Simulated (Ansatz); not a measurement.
**Yb under changes of volume**

One of the cells (41.626 Å³/atom); the others are scaled copies at fixed shape and fractional positions:

```
Yb
1.0
     3.87990    0.00000    0.00000
    -1.93995    3.36009    0.00000
     0.00000    0.00000    6.38590
Yb
2
Direct
  0.66667 0.33333 0.75000
  0.33333 0.66667 0.25000
```

This isn't the form of Yb at room conditions, which is fcc.

| Item | Value |
| --- | --- |
| Program | Ansatz 0.2.0 |
| Functional | PBE |
| Potentials or basis | all-electron LAPW, scalar-relativistic |
| Cutoff | 183 eV (chosen from the basis error) |
| Basis error allowed | 0.0005 eV/atom |
| k mesh | 8 × 8 × 4 |
| Occupations | fermi-dirac, width 0.05 eV |
| Spin | collinear spin, ferromagnetic start |
| Starting moments | [1.0, 1.0] μB |

| volume (Å³/atom) | energy over the lowest point (meV/atom) | pressure (GPa) |
| --- | --- | --- |
| 39.128 | 0.00 | -1.5 |
| 39.961 | ? | ? |
| 40.793 | 18.20 | -2.0 |
| 41.626 | 28.93 | -2.1 |
| 42.458 | 40.60 | -2.3 |
| 43.291 | 53.12 | -2.5 |
| 44.123 | 66.41 | -2.6 |

**Question.** What does the run at 39.961 Å³/atom give?

**Answer.** Energy over the lowest point 8.52 meV/atom; pressure -1.7 GPa.

Worked out: A Birch-Murnaghan fit of order 3 (a polynomial in V^(-2/3)) to the other rows has no minimum within the range. It gives 8.53 meV/atom at 39.961 Å³/atom, against the run's 8.52, and -dE/dV = -1.8 GPa, against -1.7.

Energies are extrapolated to zero smearing.

Caveats: an open f shell can end in a state above the lowest; the starting moments weren't kept.
